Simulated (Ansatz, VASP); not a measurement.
# Ti in VASP and in Ansatz

INCAR

```
SYSTEM = Ti
PREC     = Accurate       ! precision mode
ENCUT    = 520            ! plane-wave cutoff, eV
EDIFF    = 1E-8           ! SCF threshold, eV
ISMEAR   = -1             ! smearing method
SIGMA    = 0.08           ! smearing width, eV
LREAL    = .False.        ! projectors in reciprocal space
LASPH    = .True.         ! aspherical terms in the spheres
NELM     = 60             ! most SCF steps
ALGO     = Normal         ! electronic algorithm
ISIF     = 2              ! what is computed and relaxed
LWAVE    = .False.        ! write WAVECAR
LCHARG   = .False.        ! write CHGCAR
GGA      = CA             ! functional
LEFG     = .True.       
NBANDS   = 12             ! bands
```

KPOINTS

```
regular mesh
0
Gamma
  17 17 17
  0 0 0
```

File POSCAR:

```
Ti
1.0
   -1.6410000000      1.6410000000      1.6410000000
    1.6410000000     -1.6410000000      1.6410000000
    1.6410000000      1.6410000000     -1.6410000000
Ti
1
Direct
    0.0000000000      0.0000000000      0.0000000000
```

Input for Ansatz:

```yaml
crystal:
  lattice:
    - [-1.641, 1.641, 1.641]
    - [1.641, -1.641, 1.641]
    - [1.641, 1.641, -1.641]
  atoms:
    - { symbol: Ti, position: [0.0, 0.0, 0.0] }
kpoints:
  mp_grid: { grid: [17, 17, 17] }
  band_path:
    path:
      - [0.0, 0.0, 0.0]
      - [0.5, -0.5, 0.5]
      - [0.0, 0.0, 0.5]
      - [0.0, 0.0, 0.0]
      - [0.25, 0.25, 0.25]
      - [0.5, -0.5, 0.5]
      - [0.25, 0.25, 0.25]
      - [0.0, 0.0, 0.5]
    npoints: 5
scf:
  occupations: { method: fermi_dirac, width: 0.08 }
hamiltonian:
  xc: lda
  pseudopotentials: { kind: paw }
output:
  forces: true
  stress: true
  eigenvalues: true
  efg: { contact_densities: true }
```

Alike in both runs: task electric field gradients; functional LDA; k mesh 17 × 17 × 17; occupations fermi-dirac, width 0.08 eV; no spin polarisation.

|  | VASP | Ansatz |
| --- | --- | --- |
| version | VASP 6.6.1 | Ansatz 0.2.0 |
| potentials or method | VASP PAW LDA potentials, release 64 (Ti_sv) | PAW with Ansatz's default frozen-core files, scalar-relativistic |
| plane-wave cutoff (eV) | 520 | 420 |
| valence electrons in the cell | 12 | 12 |

|  | VASP | Ansatz | Ansatz less VASP |
| --- | --- | --- | --- |
| pressure (GPa) | -10.7 | -10.6 | +0.04 |
| Vzz of the field gradient on the site that differs most (V/Å²) | 0.0 | 0.0 | 0.00 |
